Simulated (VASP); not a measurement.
# K in VASP: settings compared

The runs below take K through single point, with RPBE, RPBE+D3(BJ).

Everything below comes from runs of VASP 6.6.1. Logs are shortened: lines on timing, memory, paths and dates and some standing lists are left out, and cuts for length are marked.

### Step 1. The molecule as given

The cell holds a molecule in a box, 1 atom: a = 10.500 Å, b = 11.000 Å, c = 11.500 Å, α = 90.00°, β = 90.00°, γ = 90.00°.

### Step 2. Single point, RPBE, collinear spin, ferromagnetic start

INCAR reads:

```
SYSTEM = K
ALGO = Normal ; EDIFF = 1E-6
ENCUT = 400 ; GGA = RP
ISIF = 2 ; ISMEAR = 0
ISPIN = 2 ; ISYM = 0
LASPH = .True. ; LCHARG = .False.
LORBIT = 11 ; LREAL = .False.
LWAVE = .False. ; MAGMOM = 0.5
NBANDS = 14 ; NELM = 100
NUPDOWN = 1 ; PREC = Accurate
SIGMA = 0.01
```

KPOINTS reads:

```
k-points
0
Gamma
  1 1 1
  0 0 0
```

POSCAR reads:

```
K                                       
1.0
   10.5000000000      0.0000000000      0.0000000000
    0.0000000000     11.0000000000      0.0000000000
    0.0000000000      0.0000000000     11.5000000000
  K             
     1
Selective dynamics
Direct
     0.5000000000000000    0.5045454544999970    0.5000000000000000   F   F   F
```

Potentials or basis: VASP PAW PBE potentials, release 64 (K_sv).

Run with:

```
$ cat potpaw_PBE.64/K_sv/POTCAR > POTCAR
$ mpirun -np 4 vasp_gam > vasp.out
```

OUTCAR:

```text
SYSTEM = K
   EDIFF = 1E-6
   ENCUT = 400
   GGA = RP
   ISIF = 2
   ISMEAR = 0
   ISPIN = 2
   ISYM = 0
   LASPH = .True.
   LORBIT = 11
   LREAL = .False.
   NELM = 100
   NUPDOWN = 1
   PREC = Accurate

 ion  position               nearest neighbor table
   1  0.500  0.505  0.500-

IMPORTANT INFORMATION: All symmetrisations will be switched off!
NOSYMM: (Re-)initialisation of all symmetry stuff for point group C_1.

----------------------------------------------------------------------------------------

                                     Primitive cell

  volume of cell :    1328.2500

  direct lattice vectors                    reciprocal lattice vectors
    10.500000000  0.000000000  0.000000000     0.095238095  0.000000000  0.000000000
     0.000000000 11.000000000  0.000000000     0.000000000  0.090909091  0.000000000
     0.000000000  0.000000000 11.500000000     0.000000000  0.000000000  0.086956522

  length of vectors
    10.500000000 11.000000000 11.500000000     0.095238095  0.090909091  0.086956522

  position of ions in fractional coordinates (direct lattice)
     0.500000000  0.504545454  0.500000000

  ion indices of the primitive-cell ions
   primitive index   ion index
                 1           1

----------------------------------------------------------------------------------------

 KPOINTS: k-points

Automatic generation of k-mesh.
 Grid dimensions read from file:
 generate k-points for:    1    1    1

 Generating k-lattice:

  Cartesian coordinates                     Fractional coordinates (reciprocal lattice)
     0.095238095  0.000000000  0.000000000     1.000000000  0.000000000  0.000000000
     0.000000000  0.090909091  0.000000000     0.000000000  1.000000000  0.000000000
     0.000000000  0.000000000  0.086956522     0.000000000  0.000000000  1.000000000

  Length of vectors
     0.095238095  0.090909091  0.086956522

  Shift w.r.t. Gamma in fractional coordinates (k-lattice)
     0.000000000  0.000000000  0.000000000

 Subroutine IBZKPT returns following result:
 ===========================================

 Found      1 irreducible k-points:

 Following reciprocal coordinates:
            Coordinates               Weight
  0.000000  0.000000  0.000000      1.000000
   k-points           NKPTS =      1   k-points in BZ     NKDIM =      1   number of bands    NBANDS=     16
   number of dos      NEDOS =    301   number of ions     NIONS =      1
   total plane-waves  NPLWV = 403200
   dimension x,y,z NGX =    70 NGY =   72 NGZ =   80
   dimension x,y,z NGXF=   140 NGYF=  144 NGZF=  160
   ions per type =               1
   NGX,Y,Z   is equivalent  to a cutoff of  11.08, 10.88, 11.56 a.u.
   NGXF,Y,Z  is equivalent  to a cutoff of  22.17, 21.76, 23.13 a.u.
 SYSTEM =  K
   PREC   = accura    normal or accurate (medium, high low for compatibility)
   ISTART =      0    job   : 0-new  1-cont  2-samecut
   ICHARG =      2    charge: 1-file 2-atom 10-const
   ISPIN  =      2    spin polarized calculation?
   LNONCOLLINEAR =      F non collinear calculations
   LSORBIT =      F    spin-orbit coupling
   LASPH  =      T    aspherical Exc in radial PAW
   ENCUT  =  400.0 eV  29.40 Ry    5.42 a.u.  17.12 17.94 18.75*2*pi/ulx,y,z
   NELM   =    100;   NELMIN=  2; NELMDL= -5     # of ELM steps
   EDIFF  = 0.1E-05   stopping-criterion for ELM
   LREAL  =      F    real-space projection
   EDIFFG = 0.1E-04   stopping-criterion for IOM
   NSW    =      0    number of steps for IOM
   IBRION =     -1    ionic relax: 0-MD 1-quasi-New 2-CG
   NFREE  =      0    steps in history (QN), initial steepest desc. (CG)
   ISIF   =      2    stress and relaxation
   ISYM   =      0    0-nonsym 1-usesym 2-fastsym
   POTIM  = 0.5000    time-step for ionic-motion
   TEBEG  =    0.0;   TEEND  =   0.0 temperature during run
   PSTRESS=    0.0 pullay stress
   NELECT =       9.0000    total number of electrons
   NUPDOWN=       1.0000    fix difference up-down
   EMIN   =  10.00;   EMAX   =-10.00  energy-range for DOS
   EFERMI =   0.00;   METHOD = LEGACY
   ISMEAR =     0;   SIGMA  =   0.01  broadening in eV -4-tet -1-fermi 0-gaus
   EFERMI_NEDOS =   21; number of points for ismear=-14 and -15
   IALGO  =     38    algorithm
   IMIX   =      4    mixing-type and parameters
     AMIX     =   0.40;   BMIX     =  1.00
     AMIX_MAG =   1.60;   BMIX_MAG =  1.00
  volume/ion in A,a.u.               =    1328.25      8963.47
  Fermi-wavevector in a.u.,A,eV,Ry     =   0.309786  0.585411  1.305719  0.095968
  Thomas-Fermi vector in A             =   1.186821
   LORBIT       =     11    0 simple, 1 ext, 2 COOP (PROOUT), +10 PAW based schemes
   GGA     = RP    functional components
   LHFCALC =     F    Hartree Fock is set to
   AEXX    =    0.0000 exact exchange contribution
   IVDW    =     0    specifies the selected vdW correction
   LEPSILON=     F    determine dielectric tensor
   LRPA    =     F    only Hartree local field effects (RPA)
 spin polarized calculation
 Gauss-broadening in eV      SIGMA  =   0.01
  energy-cutoff  :      400.00
  volume of cell :     1328.25
 maximum number of plane-waves:     12033
 NGX is ok and might be reduce to    70
   NGX = 35   NGY = 35   NGZ = 37

 number of electron       9.0000000 magnetization       0.9999972

 Free energy of the ion-electron system (eV)
  ---------------------------------------------------
  ext. energy  EPLUGINS =         0.00000000
  ---------------------------------------------------
  free energy    TOTEN  =        -0.17133241 eV

  energy without entropy =       -0.17133241  energy(sigma->0) =       -0.17133241

 E-fermi : -18.5353     XC(G=0):  -0.8342

 val. band max:       -2.3970047037   @ k =   0.0000   0.0000   0.0000
 cond. band min:      -1.5624616289   @ k =   0.0000   0.0000   0.0000
 fundamental gap:      0.8345430748
 Fermi energy:        -2.2761116121

 spin component 1

 k-point     1 :       0.0000    0.0000    0.0000
  band No.  band energies     occupation
      1     -35.2883      1.00000
      2     -18.7237      1.00000
      3     -18.7230      1.00000
      4     -18.7219      1.00000
      5      -2.3970      1.00000
      6      -0.7368      0.00000
[... 8 lines left out ...]
     15       0.9504      0.00000
     16       1.0021      0.00000
 Fermi energy:       -18.5353214215

 spin component 2

 k-point     1 :       0.0000    0.0000    0.0000
  band No.  band energies     occupation
      1     -35.2305      1.00000
      2     -18.6491      1.00000
      3     -18.6484      1.00000
      4     -18.6473      1.00000
      5      -1.5625      0.00000
      6       0.4666      0.00000
[... 8 lines left out ...]
     15       1.8932      0.00000
     16       1.9750      0.00000

------------------------ aborting loop because EDIFF is reached ----------------------------------------

  FORCE on cell =-STRESS in cart. coord.  units (eV):
  Direction    XX          YY          ZZ          XY          YZ          ZX
  --------------------------------------------------------------------------------------
  -------------------------------------------------------------------------------------
  Total       -0.1481361     -0.1128382     -0.0868927     -0.0000000      0.0000000     -0.0000000
  in kB       -0.1786864     -0.1361090     -0.1048128     -0.0000000      0.0000000     -0.0000000
  external PRESSURE =      -0.1398694 kB  Pullay stress =       0.0000000 kB

 VOLUME and BASIS-vectors are now :
 -----------------------------------------------------------------------------
  energy-cutoff  :      400.00
  volume of cell :     1328.25
      direct lattice vectors                 reciprocal lattice vectors
    10.500000000  0.000000000  0.000000000     0.095238095  0.000000000  0.000000000
     0.000000000 11.000000000  0.000000000     0.000000000  0.090909091  0.000000000
     0.000000000  0.000000000 11.500000000     0.000000000  0.000000000  0.086956522

 POSITION                                       TOTAL-FORCE (eV/Angst)
 -----------------------------------------------------------------------------------
      5.25000      5.55000      5.75000        -0.000000      0.000042     -0.000000
 -----------------------------------------------------------------------------------
    total drift:                               -0.000000      0.000042     -0.000000

  FREE ENERGIE OF THE ION-ELECTRON SYSTEM (eV)
  ---------------------------------------------------
  free  energy   TOTEN  =        -0.1713324076 eV

  energy  without entropy=       -0.1713324076  energy(sigma->0) =       -0.17133241

 total charge

# of ion       s       p       d       tot
------------------------------------------
    1        1.987   5.566   0.000   7.553

 magnetization (x)

# of ion       s       p       d       tot
------------------------------------------
    1        0.041  -0.007   0.000   0.034
```

It took 57 s on 4 MPI ranks of Intel Xeon Platinum 8488C (Sapphire Rapids), shared host; peak memory 0.37 GiB.

Results:

- Free energy: -0.1713 eV
- Net moment: 1.00 μB per cell
- Site moments: K +0.03 μB
- Valence electrons inside the program's atomic spheres: K 7.55

Caveat: the PAW data sets were made with another functional, which shifts forces and pressure a little; the total moment is fixed, so each spin has its own Fermi level.

### Step 3. Single point, RPBE+D3(BJ), collinear spin, ferromagnetic start

INCAR reads:

```
SYSTEM = K
ALGO = Normal ; EDIFF = 1E-6
ENCUT = 400 ; GGA = RP
ISIF = 2 ; ISMEAR = 0
ISPIN = 2 ; ISYM = 0
IVDW = 12 ; LASPH = .True.
LCHARG = .False. ; LORBIT = 11
LREAL = .False. ; LWAVE = .False.
MAGMOM = 0.5 ; NBANDS = 14
NELM = 100 ; NUPDOWN = 1
PREC = Accurate ; SIGMA = 0.01
```

KPOINTS is that of step 2.

POSCAR is that of step 2.

Potentials or basis: VASP PAW PBE potentials, release 64 (K_sv).

Run with:

```
$ cat potpaw_PBE.64/K_sv/POTCAR > POTCAR
$ mpirun -np 4 vasp_gam > vasp.out
```

OUTCAR:

```text
SYSTEM = K
   EDIFF = 1E-6
   ENCUT = 400
   GGA = RP
   ISIF = 2
   ISMEAR = 0
   ISPIN = 2
   ISYM = 0
   IVDW = 12
   LASPH = .True.
   LORBIT = 11
   LREAL = .False.
   NELM = 100
   NUPDOWN = 1
   PREC = Accurate
 IVDW          = 12

 ion  position               nearest neighbor table
   1  0.500  0.505  0.500-

IMPORTANT INFORMATION: All symmetrisations will be switched off!
NOSYMM: (Re-)initialisation of all symmetry stuff for point group C_1.

----------------------------------------------------------------------------------------

                                     Primitive cell

  volume of cell :    1328.2500

  direct lattice vectors                    reciprocal lattice vectors
    10.500000000  0.000000000  0.000000000     0.095238095  0.000000000  0.000000000
     0.000000000 11.000000000  0.000000000     0.000000000  0.090909091  0.000000000
     0.000000000  0.000000000 11.500000000     0.000000000  0.000000000  0.086956522

  length of vectors
    10.500000000 11.000000000 11.500000000     0.095238095  0.090909091  0.086956522

  position of ions in fractional coordinates (direct lattice)
     0.500000000  0.504545454  0.500000000

[... 126 lines left out ...]
     15       0.9504      0.00000
     16       1.0021      0.00000
 Fermi energy:       -18.5353214215

 spin component 2

 k-point     1 :       0.0000    0.0000    0.0000
  band No.  band energies     occupation
      1     -35.2305      1.00000
      2     -18.6491      1.00000
      3     -18.6484      1.00000
      4     -18.6473      1.00000
      5      -1.5625      0.00000
      6       0.4666      0.00000
[... 8 lines left out ...]
     15       1.8932      0.00000
     16       1.9750      0.00000

------------------------ aborting loop because EDIFF is reached ----------------------------------------

 Edisp (eV)   -0.00910

 E8    (eV) :    -0.0022

  FORCE on cell =-STRESS in cart. coord.  units (eV):
  Direction    XX          YY          ZZ          XY          YZ          ZX
  --------------------------------------------------------------------------------------
  -------------------------------------------------------------------------------------
  Total      -0.17258    -0.13198    -0.10222    -0.00000     0.00000    -0.00000
  in kB      -0.20817    -0.15920    -0.12330    -0.00000     0.00000    -0.00000
  external pressure =       -0.16 kB  Pullay stress =        0.00 kB

 VOLUME and BASIS-vectors are now :
 -----------------------------------------------------------------------------
  energy-cutoff  :      400.00
  volume of cell :     1328.25
      direct lattice vectors                 reciprocal lattice vectors
    10.500000000  0.000000000  0.000000000     0.095238095  0.000000000  0.000000000
     0.000000000 11.000000000  0.000000000     0.000000000  0.090909091  0.000000000
     0.000000000  0.000000000 11.500000000     0.000000000  0.000000000  0.086956522

 POSITION                                       TOTAL-FORCE (eV/Angst)
 -----------------------------------------------------------------------------------
      5.25000      5.55000      5.75000        -0.000000      0.000042     -0.000000
 -----------------------------------------------------------------------------------
    total drift:                               -0.000000      0.000042     -0.000000

  FREE ENERGIE OF THE ION-ELECTRON SYSTEM (eV)
  ---------------------------------------------------
  free  energy   TOTEN  =        -0.1804364902 eV

  energy  without entropy=       -0.1804364902  energy(sigma->0) =       -0.18043649

 total charge

# of ion       s       p       d       tot
------------------------------------------
    1        1.987   5.566   0.000   7.553

 magnetization (x)

# of ion       s       p       d       tot
------------------------------------------
    1        0.041  -0.007   0.000   0.034
```

Wall time 52 s (4 MPI ranks of Intel Xeon Platinum 8488C (Sapphire Rapids), shared host); peak memory 0.38 GiB.

Results:

| Quantity | Value |
| --- | --- |
| Free energy | -0.1804 eV |
| Net moment | 1.00 μB per cell |
| Site moments | K +0.03 μB |
| Valence electrons inside the program's atomic spheres | K 7.55 |
| Dispersion energy per atom | -0.009 eV |

Caveat: the PAW data sets were made with another functional, which shifts forces and pressure a little; the total moment is fixed, so each spin has its own Fermi level.
